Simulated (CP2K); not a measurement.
**CaF2 (Fluorite) under changes of volume**

One of the cells (13.579 Å³/atom); the others are scaled copies at fixed shape and fractional positions:

```
Ca F
1.0
     3.86222    0.00000    0.00000
     1.93111    3.34478    0.00000
     1.93111    1.11493    3.15349
Ca F
1 2
Direct
  0.00000 0.00000 0.00000
  0.75000 0.75000 0.75000
  0.25000 0.25000 0.25000
```

| Quantity | Value |
| --- | --- |
| Program | CP2K 2026.2 |
| Functional | PBE |
| Potentials or basis | POTENTIAL_UZH Ca GTH-PBE-q10, F GTH-PBE-q7; TZVP-MOLOPT-PBE-GTH basis |
| Density cutoff | 10204 eV |
| k mesh | 8 × 8 × 8 |
| Occupations | fermi-dirac, width 0.05 eV |
| Spin | no spin polarisation |

```csv
volume (Å³/atom),energy over the lowest point (meV/atom),pressure (GPa),gap on the mesh (eV)
12.764,35.31,9.4,7.63
13.036,?,?,?
13.308,11.07,5.0,7.38
13.579,4.19,3.1,7.25
13.851,1.07,1.4,7.14
14.122,0.00,-0.1,7.02
14.394,1.38,-1.5,6.91
```

Question: What does the run at 13.036 Å³/atom give?

Answer: Energy over the lowest point 21.32 meV/atom; pressure 7.1 GPa; gap on the mesh 7.50 eV.

Worked out: A Birch-Murnaghan fit of order 3 (a polynomial in V^(-2/3)) to the other rows has its minimum at 14.09 Å³/atom with B0 = V·E''(V) = 70 GPa and B' = 7.1. It gives 21.07 meV/atom at 13.036 Å³/atom, against the run's 21.32, and -dE/dV = 7.1 GPa, against 7.1. A straight line through the other rows of the gap, of slope -6 eV per unit of ln V, gives 7.50 eV, against the run's 7.50.

Energies are extrapolated to zero smearing.

Caveats: the basis of atomic orbitals isn't converged, which shifts pressures, moduli and gaps.

A mesh can miss the band edges.
